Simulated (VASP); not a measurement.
GaN:

```
CELL_PARAMETERS angstrom
3.18000 0.00000 0.00000
-1.59000 2.75396 0.00000
0.00000 0.00000 5.16600
ATOMIC_POSITIONS crystal
Ga 0.33333 0.66667 0.00000
Ga 0.66667 0.33333 0.50000
N 0.33333 0.66667 0.37500
N 0.66667 0.33333 0.87500
```

* Program: VASP 6.6.1
* Task: relaxation of cell and atoms
* Functional: LDA
* Potentials or basis: VASP PAW LDA potentials, release 64 (Ga_d, N)
* Cutoff: 600 eV
* k mesh: 8 × 8 × 5
* Occupations: gaussian, width 0.05 eV
* Spin: no spin polarisation

At the start: pressure -3.6 GPa; volume 11.31 Å³/atom.

Q: How do energy, volume and symmetry change on relaxing?

A: Over 4 steps the energy falls by 2.7 meV/atom and the volume is 11.10 Å³/atom (-1.9 %); space group P6_3mc (No. 186, to 0.05 Å).

The path:
```
step  energy change (eV)  largest force (eV/Å)  pressure (GPa)  volume (Å³)
   1              0.0000                0.1280           -3.55        45.24
   2              0.0000                0.1155            3.85        43.62
   3             -0.0109                0.0117            0.01        44.42
   4             -0.0109                0.0083            0.09        44.40
```

Final structure:
```yaml
crystal:
  lattice:
    - [3.15619, 0.00000, 0.00000]
    - [-1.57810, 2.73334, 0.00000]
    - [0.00000, 0.00000, 5.14692]
  atoms:
    - { symbol: Ga, position: [0.33333, 0.66667, 0.99939] }
    - { symbol: Ga, position: [0.66667, 0.33333, 0.49939] }
    - { symbol: N, position: [0.33333, 0.66667, 0.37561] }
    - { symbol: N, position: [0.66667, 0.33333, 0.87561] }
```
